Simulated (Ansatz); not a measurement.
Computed with Ansatz 0.2.0, DFT PBE, scalar-relativistic, plane waves, PAW. All cells share a 420 eV cutoff and Γ-centred k meshes spaced at most about 0.3 Å⁻¹ (about 0.25 or finer for metals, 2π included). No spin polarisation.

Temperature and zero-point effects are left out.

Compare these two cells of MoH₂, each relaxed at this level.

1.

```xyz
3
Lattice="0.0000 2.2051 2.2051 2.2051 0.0000 2.2051 2.2051 2.2051 0.0000" Properties=species:S:1:pos:R:3 pbc="T T T"
H     3.3076    3.3076    3.3076
H     1.1025    1.1025    1.1025
Mo    0.0000    0.0000    0.0000
```

2.

```xyz
3
Lattice="0.0000 2.1676 2.1676 2.1676 0.0000 2.1676 2.1676 2.1676 0.0000" Properties=species:S:1:pos:R:3 pbc="T T T"
H     3.2514    3.2514    3.2514
H     2.1676    2.1676    2.1676
Mo    0.0000    0.0000    0.0000
```

Task: Which arrangement of the elements on these sites is preferred, and by what margin?

Result: Cell 1 is lower, by 169 meV/atom. The two share one framework of sites and differ in which element sits where. Cell 1 has the fluorite type, space group Fm-3m (No. 225), 7.1 Å³/atom and no gap on its mesh; cell 2 has space group F-43m (No. 216), 6.8 Å³/atom and no gap. Counting H atoms around Mo (those within 1.25 times the shortest such distance or 1.15 times the sum of covalent radii; a plus sign parts nearer from farther groups), cell 1 has Mo 8 and cell 2 has Mo 4+6. The lower one is the more open, so pressure narrows the difference. Even the lower one lies +0.07 eV/atom against the reference forms of the elements (uncorrected), a margin that errors in the energy of the gaseous reference can exceed. Both come from invented guesses. Shaken at random and relaxed again, cell 1 came back. Checks on cell 1: no imaginary mode at Γ (other wave vectors untested).

With hydrogen, zero-point motion can shift such differences by 10 meV/atom or more. Cells without such a test can be saddle points.
